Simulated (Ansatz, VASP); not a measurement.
# Two plane-wave programs on ZnSe

```
Zn Se
1.0
     0.00000    2.13573    2.13573
     2.13573    0.00000    2.13573
     2.13573    2.13573    0.00000
Zn Se
1 1
Direct
  0.00000 0.00000 0.00000
  0.50000 0.50000 0.50000
```

Change from the starting cell: volume scaled by 0.55, PAW files.

Alike in both runs: task single point; functional LDA; k mesh 13 × 13 × 13; occupations fermi-dirac, width 0.1 eV; no spin polarisation.

|  | VASP | Ansatz |
| --- | --- | --- |
| version | VASP 6.6.1 | Ansatz 0.2.0 |
| potentials or method | VASP PAW LDA potentials, release 64 (Zn, Se) | PAW with Ansatz's default frozen-core files, scalar-relativistic |
| plane-wave cutoff (eV) | 520 | 420 |
| valence electrons in the cell | 18 | 28 |

Ansatz gave:

```
pressure (GPa) : 210.0
```

What did VASP give for the same quantities?

Pressure (GPa): 216.0.

The two sets of potentials don't hold the same shells in valence.

Caveats: the cell as given lies far from equilibrium; so large a pressure means that the cell lies far from this level's equilibrium, or that cutoff or potentials fall short (VASP).
